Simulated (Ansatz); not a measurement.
Level of theory: DFT PBEsol, scalar-relativistic, plane waves, PAW (Ansatz).

Settings: cutoff 420 eV, Γ-centred mesh 16×12×10 on the computed 2-atom cell, Gaussian smearing of 0.10 eV; no spin polarisation.

Structure with the computed forces (eV/Å) in the last three columns:

```xyz
2
Lattice="2.8684 0.0000 0.1084 0.0000 3.4029 0.0000 -1.2312 0.0000 3.7171" Properties=species:S:1:pos:R:3:forces:R:3 pbc="T T T" pressure_GPa=-0.34
Ga    2.2299    0.8507    0.9457   -0.1140    0.0000   -0.0140
Ga   -0.5927    2.5522    2.8799    0.1140    0.0000    0.0140
```

Stress tensor (GPa, compression positive):

```
-2.44  0.00 -2.00
 0.00 -0.75  0.00
-2.00  0.00  2.16
```

This form isn't the element's structure at ambient conditions.